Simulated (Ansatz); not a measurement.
**P: computed properties**

Method: Ansatz 0.2.0, DFT r2SCAN, scalar-relativistic, plane waves, PAW.

Cutoff 500 eV; k points 18×18×18 on the computed 1-atom cell (Γ-centred); Gaussian smearing, width 0.10 eV; no spin polarisation.

The structure is relaxed at this level of theory with its symmetry kept. This simple cubic form isn't the element's structure at ambient conditions.

```xyz
1
Lattice="2.4373 0.0000 0.0000 0.0000 2.4373 0.0000 0.0000 0.0000 2.4373" Properties=species:S:1:pos:R:3 pbc="T T T"
P     0.0000    0.0000    0.0000
```

| Property | Result |
| --- | --- |
| Space group | Pm-3m (No. 221) |
| Volume per atom | 14.48 Å³ |
| Formation energy from the elements' standard states (uncorrected) | +0.157 eV/atom |
| Generalised Kohn–Sham band gap | none (metal) |
| Density of states at the Fermi level | 0.29 states/eV per cell |
| Löwdin character within 0.5 eV of the Fermi level | P 3p 79 %, P 3s 14 %, unprojected 7 % |
| Bulk modulus | 113 GPa |
| Its pressure derivative | 4.3 |
| Bader charges (e) | P (1 in the cell) 0.00 |